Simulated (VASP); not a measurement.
Set up this calculation in VASP 6.6.1, as the native input.

```yaml
Task: single point
Functional: PBEsol
Potentials_or_basis: VASP PAW PBE potentials, release 64 (Y_sv)
Cutoff: 520 eV
k_mesh: 16 × 16 × 16
Occupations: fermi-dirac, width 0.1 eV
Spin: no spin polarisation
Dipole_correction: no
Further_INCAR_settings: ALGO = Fast; EDIFF = 1e-06; NBANDS = 12
```

The structure of Y lies in POSCAR:

```
Y
1.0
    3.2012155149      0.0000000000      0.0000000000
    0.0000000000      3.2012155149      0.0000000000
    0.0000000000      0.0000000000      3.2012155149
Y
1
Direct
    0.0000000000      0.0000000000      0.0000000000
```

This isn't the form of Y at room conditions, which is hcp.

The input as run:

INCAR

```
ALGO = Fast ; EDIFF = 1E-6
ENCUT = 520 ; GGA = PS
ISIF = 2 ; ISMEAR = -1
LASPH = T ; LCHARG = F
LREAL = F ; LWAVE = F
NBANDS = 12 ; NELM = 60
PREC = Accurate ; SIGMA = 0.1
```

KPOINTS

```
k-points
0
Gamma
  16 16 16
```

Potentials or basis: VASP PAW PBE potentials, release 64 (Y_sv).

Run with:

```console
$ cat potpaw_PBE.64/Y_sv/POTCAR > POTCAR
$ mpirun -np 1 vasp_std > vasp.out
```

It gave:

```
Pressure               : -0.1 GPa
Band gap on the k mesh : none (metal or under the smearing width)
```

Caveat: the PAW data sets were made with another functional, which shifts forces and pressure a little.

It took 36 s on 1 thread of Intel(R) Xeon(R) Platinum 8488C (Sapphire Rapids) (shared host), peak memory 0.2 GiB.
